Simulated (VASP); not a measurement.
Wanted: the native input for a VASP 6.6.1 run.

| Property | Result |
| --- | --- |
| Task | single point |
| Functional | PBE |
| Potentials or basis | VASP PAW PBE potentials, release 64 (O, H, C) |
| Cutoff | 520 eV |
| k mesh | 1 × 1 × 1 |
| Occupations | fermi-dirac, width 0.02 eV |
| Spin | no spin polarisation |
| Dipole correction | no |
| Further INCAR settings | LREAL = Auto; ALGO = Normal; EDIFF = 1e-06; NBANDS = 61 |

The structure of H18CO10 lies in POSCAR:

```
H18CO10
1.0
    7.3304170000      0.0000000000      0.0000000000
    0.0000000000      7.3304170000      0.0000000000
    0.0000000000      0.0000000000      7.3304170000
O H C
10 18 1
Direct
    0.6690751699      0.5677439633      0.8963746537
    0.9549661363      0.8035559232      0.9953321892
    0.8253145762      0.9485272120      0.3344830178
    0.7724117196      0.3283305711      0.2051042935
    0.8098038625      0.3249337657      0.6292684304
    0.1856647446      0.8479053784      0.4666855924
    0.3813834875      0.8126959217      0.8992803547
    0.5379366549      0.0311169201      0.6306053257
    0.3691195194      0.0948104317      0.1551617050
    0.1028318034      0.1814630737      0.0264650701
    0.5526015778      0.6420917118      0.9183925007
    0.6982685978      0.5128494054      1.0136121860
    0.9423065564      0.9107530990      0.9284328572
    0.8540987505      0.7293036672      0.9341214831
    0.9446665858      0.9307246777      0.3803739951
    0.8379195890      0.8776035524      0.2188552166
    0.8817779398      0.2938714128      0.1353538278
    0.7263570408      0.2048041742      0.2432467348
    0.7675279592      0.4444767603      0.6902335843
    0.7746080475      0.3559006261      0.5065468990
    0.2306690056      0.7307224132      0.4162382577
    0.2766418336      0.9385823480      0.4375876570
    0.4231273610      0.8925958782      0.7977718048
    0.2561109416      0.7829431804      0.8776717614
    0.6180548801      0.1352992606      0.6509997999
    0.6127209407     -0.0281430101      0.5316068649
    0.3733075485     -0.0088535209      0.0670493916
    0.2173819034      0.3014835309      0.2490717786
    0.2220746787      0.1952958474      0.1411243044
```

The cell was built by a generator and needn't be a form met in nature.

The input as run:

INCAR

```
SYSTEM = H18CO10
ALGO     = Normal         ! electronic algorithm
EDIFF    = 1E-6           ! SCF threshold, eV
ENCUT    = 520            ! plane-wave cutoff, eV
GGA      = PE             ! functional
ISIF     = 2              ! what is computed and relaxed
ISMEAR   = -1             ! smearing method
LASPH    = .True.         ! aspherical terms in the spheres
LCHARG   = .False.        ! write CHGCAR
LREAL    = Auto         
LWAVE    = .False.        ! write WAVECAR
NBANDS   = 61             ! bands
NELM     = 80             ! most SCF steps
PREC     = Accurate       ! precision mode
SIGMA    = 0.02           ! smearing width, eV
```

KPOINTS

```
k-points
0
Gamma
  1 1 1
  0 0 0
```

Potentials or basis: VASP PAW PBE potentials, release 64 (O, H, C).

The run is started by

```bash
$ cat potpaw_PBE.64/O/POTCAR potpaw_PBE.64/H/POTCAR potpaw_PBE.64/C/POTCAR > POTCAR
$ mpirun -np 1 vasp_gam > vasp.out
```

Results of the run:

The pressure is -0.1 GPa. The largest force is 2.795 eV/Å and the band gap on the k mesh is 4.73 eV, direct.

Caveat: the standard files for N, O and F lose accuracy on very short bonds.

Run time: 55 s on 1 thread of Intel(R) Xeon(R) Platinum 8375C CPU @ 2.90GHz (Ice Lake) (shared host), peak memory 0.38 GiB.
